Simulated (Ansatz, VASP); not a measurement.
**One calculation of PbS, two programs**

Contents of POSCAR:

```
PbS
1.0
    3.6351320337      0.0000000000      0.0000000000
    0.0000000000      3.6351320337      0.0000000000
    0.0000000000      0.0000000000      3.6351320337
Pb S
1 1
Direct
    0.0000000000      0.0000000000      0.0000000000
    0.5000000000      0.5000000000      0.5000000000
```

File INCAR.step1:

```
SYSTEM = PbS
PREC = Accurate
ENCUT = 520
EDIFF = 1E-5
ISMEAR = -1
SIGMA = 0.02
LREAL = .FALSE.
LASPH = .TRUE.
NELM = 80
ALGO = Normal
ISIF = 2
LWAVE = .TRUE.
LCHARG = .FALSE.
NBANDS = 17
GGA = PE
```

Contents of INCAR.step2:

```
SYSTEM = PbS
PREC = Accurate
ENCUT = 520
EDIFF = 1E-7
ISMEAR = -1
SIGMA = 0.02
LREAL = .FALSE.
LASPH = .TRUE.
NELM = 80
ALGO = Normal
ISIF = 2
LWAVE = .FALSE.
LCHARG = .FALSE.
GGA = PE
LHFCALC = .TRUE.
HFSCREEN = 0.2079
PRECFOCK = Normal
NBANDS = 17
ISTART = 1
```

File KPOINTS:

```
regular mesh
0
G
  4 4 4
  0 0 0
```

Input for Ansatz:

```yaml
crystal:
  lattice:
    - [3.6351320337, 0.0, 0.0]
    - [0.0, 3.6351320337, 0.0]
    - [0.0, 0.0, 3.6351320337]
  atoms:
    - { symbol: Pb, position: [0.0, 0.0, 0.0] }
    - { symbol: S, position: [0.5, 0.5, 0.5] }
kpoints:
  mp_grid: { grid: [4, 4, 4] }
hamiltonian:
  xc: hse06
scf:
  occupations: { method: fermi_dirac, width: 0.02 }
  n_extra_bands: 4
output:
  forces: true
  stress: true
  eigenvalues: true
  write_density: true
  write_potential: true
  elf: true
  volumetric_format: npy
```

The cell was built by a generator and needn't be a form met in nature.

Alike in both runs: task single point; functional HSE06; k mesh 4 × 4 × 4; occupations fermi-dirac, width 0.02 eV; no spin polarisation.

|  | VASP | Ansatz |
| --- | --- | --- |
| version | VASP 6.6.1 | Ansatz 0.2.0 |
| potentials or method | VASP PAW PBE potentials, release 64 (Pb_d, S) | plane waves, PAW |
| plane-wave cutoff (eV) | 520 | 420 |
| valence electrons in the cell | 20 | 20 |

```tsv
	VASP	Ansatz	Ansatz less VASP
pressure (GPa)	-1.7	-1.6	+0.10
```

Ansatz warned: «filled_band_counts_differ_across_k_points».

Caveats: the k mesh is coarse (spacing up to 0.43 Å⁻¹), so the values aren't converged, least of all with exact exchange; the PAW data sets were made with another functional, which shifts forces and pressure a little (VASP). Spin-orbit coupling is left out, which matters for the levels of Pb.
